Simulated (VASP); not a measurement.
# MnS (F-43m) in VASP: further runs

The runs below take MnS through single point, with PBEsol+U.

Program: VASP 6.6.1. These are calculated values, not measurements. Logs are shortened: lines on timing, memory, paths and dates and some standing lists are left out, and cuts for length are marked.

**1. The crystal as given**

It takes space group F-43m (No. 216, cubic). Conventional cell: a = 5.600 Å, b = 5.600 Å, c = 5.600 Å, α = 90.00°, β = 90.00°, γ = 90.00°. Mn (site symmetry -43m) is surrounded by 4 S at 2.42 Å. S (site symmetry -43m) has 4 Mn at 2.42 Å as nearest neighbours.

**2. Single point, PBEsol+U, collinear spin, ferromagnetic start**

INCAR

```
SYSTEM = MnS
ALGO = Fast
EDIFF = 1E-6
ENCUT = 520
GGA = PS
ISIF = 2
ISMEAR = 0
ISPIN = 2
LASPH = .True.
LCHARG = .True.
LDAU = .True.
LDAUJ = 0 0
LDAUL = 2 -1
LDAUPRINT = 1
LDAUTYPE = 2
LDAUU = 4 0
LELF = .True.
LMAXMIX = 4
LORBIT = 11
LREAL = .False.
LVHAR = .True.
LWAVE = .False.
MAGMOM = 4 4 0 0
NELM = 100
PREC = Accurate
SIGMA = 0.05
```

KPOINTS

```
k-points
0
Gamma
  7 7 4
  0 0 0
```

POSCAR

```
MnS
1.0
    0.0000000000      2.8000000000      2.8000000000
    2.8000000000      0.0000000000      2.8000000000
    5.6000000000      5.6000000000      0.0000000000
Mn S
2 2
Direct
    0.0000000000      0.0000000000      0.0000000000
    0.0000000000      0.0000000000      0.5000000000
    0.7500000000      0.7500000000      0.3750000000
    0.7500000000      0.7500000000      0.8750000000
```

Potentials or basis: VASP PAW PBE potentials, release 64 (Mn_pv, S).

Run with:

```console
$ cat potpaw_PBE.64/Mn_pv/POTCAR potpaw_PBE.64/S/POTCAR > POTCAR
$ mpirun -np 1 vasp_std > vasp.out
```

OUTCAR:

```text
SYSTEM = MnS
   EDIFF = 1E-6
   ENCUT = 520
   GGA = PS
   ISIF = 2
   ISMEAR = 0
   ISPIN = 2
   LASPH = .True.
   LORBIT = 11
   LREAL = .False.
   NELM = 100
   PREC = Accurate

 ion  position               nearest neighbor table
   1  0.000  0.000  0.000-   4 2.42   4 2.42   3 2.42   4 2.42
   2  0.000  0.000  0.500-   3 2.42   3 2.42   3 2.42   4 2.42
   3  0.750  0.750  0.375-   1 2.42   2 2.42   2 2.42   2 2.42
   4  0.750  0.750  0.875-   1 2.42   2 2.42   1 2.42   1 2.42

  LATTYP: Found a trigonal (rhomboedric) cell.
 ALAT       =     6.8585712798
 COS(alpha) =     0.8333333333

  Lattice vectors:

 A1 = (   5.6000000000,   2.8000000000,  -2.8000000000)
 A2 = (   2.8000000000,   2.8000000000,  -5.6000000000)
 A3 = (   2.8000000000,   5.6000000000,  -2.8000000000)

Analysis of symmetry for initial positions (statically):
=====================================================================
 Subroutine PRICEL returns following result:

  LATTYP: Found a face centered cubic cell.
 ALAT       =     5.6000000000
[... 12 lines left out ...]
 Subroutine GETGRP returns: Found  6 space group operations
 (whereof  6 operations were pure point group operations)
 out of a pool of 12 trial point group operations.

The static configuration has the point symmetry C_3v.

Analysis of symmetry for dynamics (positions and initial velocities):
=====================================================================
 Subroutine PRICEL returns following result:

  LATTYP: Found a face centered cubic cell.
 ALAT       =     5.6000000000
[... 12 lines left out ...]
 Subroutine GETGRP returns: Found  6 space group operations
 (whereof  6 operations were pure point group operations)
 out of a pool of 12 trial point group operations.

The dynamic configuration has the point symmetry C_3v.

Analysis of structural, dynamic, and magnetic symmetry:
=====================================================================
 Subroutine PRICEL returns following result:

  LATTYP: Found a face centered cubic cell.
 ALAT       =     5.6000000000
[... 12 lines left out ...]
 Subroutine GETGRP returns: Found  6 space group operations
 (whereof  6 operations were pure point group operations)
 out of a pool of 12 trial point group operations.

The overall configuration has the point symmetry C_3v.

 Subroutine INISYM returns: Found  6 space group operations
 (whereof  6 operations are pure point group operations),
 and found     2 'primitive' translations

----------------------------------------------------------------------------------------

                                     Primitive cell

  volume of cell :      43.9040

  direct lattice vectors                    reciprocal lattice vectors
     0.000000000  2.800000000  2.800000000    -0.178571429  0.178571429  0.178571429
     2.800000000  0.000000000  2.800000000     0.178571429 -0.178571429  0.178571429
     2.800000000  2.800000000  0.000000000     0.178571429  0.178571429 -0.178571429

  length of vectors
     3.959797975  3.959797975  3.959797975     0.309294787  0.309294787  0.309294787

  position of ions in fractional coordinates (direct lattice)
     0.000000000  0.000000000  0.000000000
     0.750000000  0.750000000  0.750000000

  ion indices of the primitive-cell ions
   primitive index   ion index
                 1           1
                 2           4

----------------------------------------------------------------------------------------

 KPOINTS: k-points

Automatic generation of k-mesh.
 Grid dimensions read from file:
 generate k-points for:    7    7    4

 Generating k-lattice:

  Cartesian coordinates                     Fractional coordinates (reciprocal lattice)
    -0.025510204  0.025510204  0.025510204     0.142857143  0.000000000  0.000000000
     0.025510204 -0.025510204  0.025510204     0.000000000  0.142857143  0.000000000
     0.022321429  0.022321429 -0.022321429     0.000000000  0.000000000  0.250000000

  Length of vectors
     0.044184970  0.044184970  0.038661848

  Shift w.r.t. Gamma in fractional coordinates (k-lattice)
     0.000000000  0.000000000  0.000000000

[... 94 lines left out ...]
  Fermi-wavevector in a.u.,A,eV,Ry     =   1.238297  2.340041 20.862879  1.533378
  Thomas-Fermi vector in A             =   2.372828
   LORBIT       =     11    0 simple, 1 ext, 2 COOP (PROOUT), +10 PAW based schemes
 LDA+U is selected, type is set to LDAUTYPE =  2
   angular momentum for each species LDAUL =     2   -1
   U (eV)           for each species LDAUU =   4.0  0.0
   J (eV)           for each species LDAUJ =   0.0  0.0
   GGA     = PS    functional components
   LHFCALC =     F    Hartree Fock is set to
   AEXX    =    0.0000 exact exchange contribution
   IVDW    =     0    specifies the selected vdW correction
   LEPSILON=     F    determine dielectric tensor
   LRPA    =     F    only Hartree local field effects (RPA)
 spin polarized calculation
 RMM-DIIS sequential band-by-band and
 Gauss-broadening in eV      SIGMA  =   0.05
  energy-cutoff  :      520.00
  volume of cell :       87.81
 maximum number of plane-waves:      2413
 NGX is ok and might be reduce to    30
   NGX = 15   NGY = 15   NGZ = 29

 number of electron      37.9999974 magnetization      10.0002007

atom =   1  type =  1  l = 2

 onsite density matrix

spin component  1

  0.9390  0.0000 -0.0000  0.0000  0.0000
  0.0000  0.9390 -0.0000 -0.0000  0.0000
 -0.0000 -0.0000  0.9322 -0.0000  0.0000
  0.0000 -0.0000 -0.0000  0.9390 -0.0000
  0.0000  0.0000  0.0000 -0.0000  0.9322

spin component  2

  0.0598  0.0000 -0.0000  0.0000 -0.0000
  0.0000  0.0598 -0.0000 -0.0000  0.0000
 -0.0000 -0.0000  0.0169 -0.0000 -0.0000
  0.0000 -0.0000 -0.0000  0.0598 -0.0000
 -0.0000  0.0000 -0.0000 -0.0000  0.0169

 occupancies and eigenvectors

  o =  0.0169  v =  0.0000  0.0000  0.0000  0.0000  0.0000  0.0000 -0.0000  0.1189  0.0000  0.9929      0.0000  0.0000  0.0000  0.0000  0.0000  0.0000  0.0000  0.0000  0.0000  0.0000
  o =  0.0169  v =  0.0000  0.0000  0.0000  0.0000  0.0000  0.0000  0.0000  0.9929  0.0000 -0.1189      0.0000  0.0000  0.0000  0.0000  0.0000  0.0000  0.0000  0.0000  0.0000  0.0000
  o =  0.0598  v =  0.0000  0.0000  0.0000  0.0000  0.0000 -0.5774  0.5774 -0.0000  0.5774  0.0000      0.0000  0.0000  0.0000  0.0000  0.0000  0.0000  0.0000  0.0000  0.0000  0.0000
  o =  0.0598  v =  0.0000  0.0000  0.0000  0.0000  0.0000  0.3014  0.8079 -0.0000 -0.5065  0.0000      0.0000  0.0000  0.0000  0.0000  0.0000  0.0000  0.0000  0.0000  0.0000  0.0000
  o =  0.0598  v =  0.0000  0.0000  0.0000  0.0000  0.0000  0.7588  0.1184 -0.0000  0.6404 -0.0000      0.0000  0.0000  0.0000  0.0000  0.0000  0.0000  0.0000  0.0000  0.0000  0.0000
  o =  0.9322  v = -0.0000 -0.0001 -0.3082  0.0001  0.9513  0.0000  0.0000  0.0000  0.0000  0.0000      0.0000  0.0000  0.0000  0.0000  0.0000  0.0000  0.0000  0.0000  0.0000  0.0000
  o =  0.9322  v =  0.0001  0.0000  0.9513  0.0001  0.3082  0.0000  0.0000  0.0000  0.0000  0.0000      0.0000  0.0000  0.0000  0.0000  0.0000  0.0000  0.0000  0.0000  0.0000  0.0000
  o =  0.9389  v = -0.5774  0.5774  0.0000  0.5774  0.0000  0.0000  0.0000  0.0000  0.0000  0.0000      0.0000  0.0000  0.0000  0.0000  0.0000  0.0000  0.0000  0.0000  0.0000  0.0000
  o =  0.9390  v = -0.8165 -0.4082  0.0001 -0.4082 -0.0000  0.0000  0.0000  0.0000  0.0000  0.0000      0.0000  0.0000  0.0000  0.0000  0.0000  0.0000  0.0000  0.0000  0.0000  0.0000
  o =  0.9390  v =  0.0000  0.7071  0.0000 -0.7071  0.0001  0.0000  0.0000  0.0000  0.0000  0.0000      0.0000  0.0000  0.0000  0.0000  0.0000  0.0000  0.0000  0.0000  0.0000  0.0000

atom =   2  type =  1  l = 2

 onsite density matrix

spin component  1

  0.9390  0.0000 -0.0000  0.0000  0.0000
  0.0000  0.9390 -0.0000 -0.0000  0.0000
 -0.0000 -0.0000  0.9322 -0.0000  0.0000
  0.0000 -0.0000 -0.0000  0.9390 -0.0000
  0.0000  0.0000  0.0000 -0.0000  0.9322

spin component  2

  0.0598  0.0000 -0.0000  0.0000 -0.0000
  0.0000  0.0598 -0.0000 -0.0000  0.0000
 -0.0000 -0.0000  0.0169 -0.0000  0.0000
  0.0000 -0.0000 -0.0000  0.0598 -0.0000
 -0.0000  0.0000  0.0000 -0.0000  0.0169

 occupancies and eigenvectors

  o =  0.0169  v =  0.0000  0.0000  0.0000  0.0000  0.0000 -0.0000 -0.0000 -0.0613  0.0000  0.9981      0.0000  0.0000  0.0000  0.0000  0.0000  0.0000  0.0000  0.0000  0.0000  0.0000
  o =  0.0169  v =  0.0000  0.0000  0.0000  0.0000  0.0000  0.0000  0.0000  0.9981  0.0000  0.0613      0.0000  0.0000  0.0000  0.0000  0.0000  0.0000  0.0000  0.0000  0.0000  0.0000
  o =  0.0598  v =  0.0000  0.0000  0.0000  0.0000  0.0000 -0.5774  0.5774 -0.0000  0.5774  0.0000      0.0000  0.0000  0.0000  0.0000  0.0000  0.0000  0.0000  0.0000  0.0000  0.0000
  o =  0.0598  v =  0.0000  0.0000  0.0000  0.0000  0.0000  0.2103  0.7884 -0.0000 -0.5781  0.0000      0.0000  0.0000  0.0000  0.0000  0.0000  0.0000  0.0000  0.0000  0.0000  0.0000
  o =  0.0598  v =  0.0000  0.0000  0.0000  0.0000  0.0000  0.7889  0.2123 -0.0000  0.5766 -0.0000      0.0000  0.0000  0.0000  0.0000  0.0000  0.0000  0.0000  0.0000  0.0000  0.0000
  o =  0.9322  v = -0.0000 -0.0001 -0.0613  0.0001  0.9981  0.0000  0.0000  0.0000  0.0000  0.0000      0.0000  0.0000  0.0000  0.0000  0.0000  0.0000  0.0000  0.0000  0.0000  0.0000
  o =  0.9322  v = -0.0001 -0.0000 -0.9981 -0.0000 -0.0613  0.0000  0.0000  0.0000  0.0000  0.0000      0.0000  0.0000  0.0000  0.0000  0.0000  0.0000  0.0000  0.0000  0.0000  0.0000
  o =  0.9389  v =  0.5774 -0.5774 -0.0000 -0.5774  0.0000  0.0000  0.0000  0.0000  0.0000  0.0000      0.0000  0.0000  0.0000  0.0000  0.0000  0.0000  0.0000  0.0000  0.0000  0.0000
  o =  0.9390  v =  0.8032  0.2746 -0.0001  0.5286 -0.0000  0.0000  0.0000  0.0000  0.0000  0.0000      0.0000  0.0000  0.0000  0.0000  0.0000  0.0000  0.0000  0.0000  0.0000  0.0000
  o =  0.9390  v = -0.1467 -0.7689  0.0000  0.6223 -0.0001  0.0000  0.0000  0.0000  0.0000  0.0000      0.0000  0.0000  0.0000  0.0000  0.0000  0.0000  0.0000  0.0000  0.0000  0.0000

 number of electron      37.9999974 magnetization       9.9999016

 Free energy of the ion-electron system (eV)
  ---------------------------------------------------
  ext. energy  EPLUGINS =         0.00000000
  ---------------------------------------------------
  free energy    TOTEN  =       -27.14537402 eV

  energy without entropy =      -27.14537402  energy(sigma->0) =      -27.14537402

 E-fermi :   4.3825     XC(G=0):  -9.4917

 val. band max:        4.1353850089   @ k =   0.0000   0.0000   0.0000
 cond. band min:       5.2220911886   @ k =   0.4286   0.0000   0.0000
 fundamental gap:      1.0867061797
 Fermi energy:         4.3824681435

 spin component 1

 k-point     1 :       0.0000    0.0000    0.0000
  band No.  band energies     occupation
      1     -46.3144      1.00000
      2     -46.3116      1.00000
      3     -46.3116      1.00000
      4     -46.3111      1.00000
      5     -46.3111      1.00000
      6     -46.3111      1.00000
[... 1433 lines left out ...]
     26       9.2832      0.00000
     27      11.0777      0.00000

 [... further k-points ...]
[... 5 lines left out ...]
  --------------------------------------------------------------------------------------
  -------------------------------------------------------------------------------------
  Total        1.3580237      1.3580237      1.3580237     -0.0007170      0.0007170      0.0007170
  in kB       24.7790036     24.7790036     24.7790036     -0.0130821      0.0130821      0.0130821
  external PRESSURE =      24.7790036 kB  Pullay stress =       0.0000000 kB

 VOLUME and BASIS-vectors are now :
 -----------------------------------------------------------------------------
  energy-cutoff  :      520.00
  volume of cell :       87.81
      direct lattice vectors                 reciprocal lattice vectors
     0.000000000  2.800000000  2.800000000    -0.178571429  0.178571429  0.178571429
     2.800000000  0.000000000  2.800000000     0.178571429 -0.178571429  0.178571429
     5.600000000  5.600000000  0.000000000     0.089285714  0.089285714 -0.089285714

 POSITION                                       TOTAL-FORCE (eV/Angst)
 -----------------------------------------------------------------------------------
      0.00000      0.00000      0.00000         0.000056      0.000056     -0.000056
      2.80000      2.80000      0.00000         0.000056      0.000056     -0.000056
      4.20000      4.20000      4.20000        -0.000056     -0.000056      0.000056
      7.00000      7.00000      4.20000        -0.000056     -0.000056      0.000056
 -----------------------------------------------------------------------------------
    total drift:                               -0.000024     -0.000024      0.000025

  FREE ENERGIE OF THE ION-ELECTRON SYSTEM (eV)
  ---------------------------------------------------
  free  energy   TOTEN  =       -27.1453740180 eV

  energy  without entropy=      -27.1453740180  energy(sigma->0) =      -27.14537402

 total charge

# of ion       s       p       d       tot
------------------------------------------
    1        0.269   6.224   4.876  11.369
    2        0.269   6.224   4.876  11.369
    3        1.307   2.465   0.000   3.771
    4        1.307   2.465   0.000   3.771
--------------------------------------------------
tot          3.153  17.376   9.751  30.280

 magnetization (x)

# of ion       s       p       d       tot
------------------------------------------
    1        0.047   0.061   4.458   4.567
    2        0.047   0.061   4.458   4.567
    3        0.005   0.019   0.000   0.025
    4        0.005   0.019   0.000   0.025
--------------------------------------------------
tot          0.105   0.161   8.916   9.182
```

Wall time 4.7 min (1 thread of Intel Xeon Platinum 8488C (Sapphire Rapids), shared host); peak memory 0.38 GiB.

Results:

- Free energy: -27.1454 eV
- Pressure: 2.5 GPa
- Band gap on the k mesh: 1.09 eV
- Net moment: 10.00 μB per cell
- Site moments: Mn +4.57; S +0.03 μB
- Valence electrons inside the program's atomic spheres: Mn 11.37; S 3.77

Levels at points of the mesh, in eV from the valence-band top:
Spin up:
```tsv
k point	band 22	band 23	band 24	band 25	band 26	band 27
(0.00, 0.00, 0.00)	0.00	0.00	0.00	1.19	3.13	6.10
(0.00, 0.00, 0.50)	-0.49	-0.49	-0.49	2.83	2.83	5.99
```
Spin down:
```csv
k point,band 12,band 13,band 14,band 15,band 16,band 17
"(0.00, 0.00, 0.00)",-2.54,-2.54,-2.54,2.12,2.49,2.75
"(0.00, 0.00, 0.50)",-2.55,-2.55,-2.55,2.64,2.64,2.64
```

Eigenvalues of the final occupation matrices:
| site | spin | trace | eigenvalues |
| --- | --- | --- | --- |
| site 1 d | 1 | 4.68 | 0.93 0.93 0.94 0.94 0.94 |
| site 1 d | 2 | 0.21 | 0.02 0.02 0.06 0.06 0.06 |
| site 2 d | 1 | 4.68 | 0.93 0.93 0.94 0.94 0.94 |
| site 2 d | 2 | 0.21 | 0.02 0.02 0.06 0.06 0.06 |

Caveat: the PAW data sets were made with another functional, which shifts forces and pressure a little; an odd mesh through Γ misses points on the zone boundary, where band edges often lie; only a ferromagnetic start was run, and an antiferromagnetic order may lie lower in energy. The state reached can hang on the start; a lower one may exist.

**3. Single point, PBEsol+U, collinear spin, antiferromagnetic start**

Changes to INCAR since step 2:

```diff
@@ -22,3 +22,3 @@
 LWAVE = .False.
-MAGMOM = 4 4 0 0
+MAGMOM = 4 -4 0 0
 NELM = 100
```

KPOINTS is that of step 2.

POSCAR is that of step 2.

Potentials or basis: VASP PAW PBE potentials, release 64 (Mn_pv, S).

Run with:

```console
$ cat potpaw_PBE.64/Mn_pv/POTCAR potpaw_PBE.64/S/POTCAR > POTCAR
$ mpirun -np 1 vasp_std > vasp.out
```

Wall time 4.8 min (1 thread of Intel Xeon Platinum 8488C (Sapphire Rapids), shared host); peak memory 0.37 GiB.

Results (log left out):

```
Free energy                                           : -27.3084 eV
Pressure                                              : 0.9 GPa
Band gap on the k mesh                                : 2.14 eV
Net moment                                            : 0.00 μB per cell
Site moments                                          : Mn +4.50, -4.50; S -0.01, +0.01 μB
Valence electrons inside the program's atomic spheres : Mn 11.37; S 3.76
```

Stress tensor (GPa, compression positive):
```
 0.86 -0.64  0.64
-0.64  0.86  0.64
 0.64  0.64  0.86
```

Levels at points of the mesh, in eV from the valence-band top:
Spin up:
| k point | band 15 | band 16 | band 17 | band 18 | band 19 | band 20 | band 21 | band 22 | band 23 |
| --- | --- | --- | --- | --- | --- | --- | --- | --- | --- |
| (0.00, 0.00, 0.00) | -1.92 | -1.92 | -0.70 | 0.00 | 0.00 | 2.14 | 3.35 | 3.35 | 3.84 |
| (0.00, 0.00, 0.50) | -1.96 | -1.96 | -1.50 | -0.01 | -0.01 | 3.37 | 3.40 | 3.40 | 4.00 |
Spin down:
| k point | band 17 | band 18 | band 19 | band 20 | band 21 | band 22 |
| --- | --- | --- | --- | --- | --- | --- |
| (0.00, 0.00, 0.00) | -0.70 | 0.00 | 0.00 | 2.14 | 3.35 | 3.35 |
| (0.00, 0.00, 0.50) | -1.50 | -0.01 | -0.01 | 3.37 | 3.40 | 3.40 |

Eigenvalues of the final occupation matrices:
```
    site  spin  trace               eigenvalues
site 1 d     1   4.66  0.93 0.93 0.93 0.94 0.94
site 1 d     2   0.24  0.02 0.02 0.06 0.06 0.07
site 2 d     1   0.24  0.02 0.02 0.06 0.06 0.07
site 2 d     2   4.66  0.93 0.93 0.93 0.94 0.94
```

Caveat: the PAW data sets were made with another functional, which shifts forces and pressure a little; an odd mesh through Γ misses points on the zone boundary, where band edges often lie. The state reached can hang on the start; a lower one may exist.
